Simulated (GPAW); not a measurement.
A run of GPAW 26.7.0 is set up as follows.

File run.py:

```python
from ase.dft.bandgap import bandgap
from ase.io import read, write
from ase.units import GPa
from gpaw import GPAW, PW

atoms = read('POSCAR')

calc = GPAW(mode=PW(800),
            xc='PBE',
            kpts={'size': (10, 10, 10), 'gamma': True},
            occupations={'name': 'methfessel-paxton', 'order': 0, 'width': 0.011},
            nbands=11,
            convergence={'density': 1e-05, 'energy': 1e-05},
            maxiter=150,
            txt='gpaw.txt')
atoms.calc = calc
energy = atoms.get_potential_energy()
forces = atoms.get_forces()
stress = atoms.get_stress()
calc.write('gs.gpw')
write('result.traj', atoms)
print(f'Energy: {energy:.6f} eV')
print('Forces (eV/A):')
print(forces.round(4))
print('Stress (GPa):', (stress / GPa).round(3))
print('Fermi level:', round(calc.get_fermi_level(), 4), 'eV')
print(f'Gap: {bandgap(calc)[0]:.4f} eV, direct: {bandgap(calc, direct=True)[0]:.4f} eV')
```

Contents of POSCAR:

```
BP
1.0
    0.0000000000      2.2690000000      2.2690000000
    2.2690000000      0.0000000000      2.2690000000
    2.2690000000      2.2690000000      0.0000000000
P B
1 1
Direct
    0.7500000000      0.7500000000      0.7500000000
    0.0000000000      0.0000000000      0.0000000000
```

Potentials or basis: GPAW PAW data sets (gpaw-data 1.2.1), pw.

Launch:

```bash
$ OMP_NUM_THREADS=1 python run.py
```

Problem. Predict the band gap on the k mesh.

Solution. 1.24 eV, indirect (least direct gap 3.41 eV).

Problem. What does it give for the pressure?

Solution. 1.4 GPa.

A k mesh can miss the band edges. Expect the measured gap to be larger: semilocal functionals such as PBE lack the derivative discontinuity.
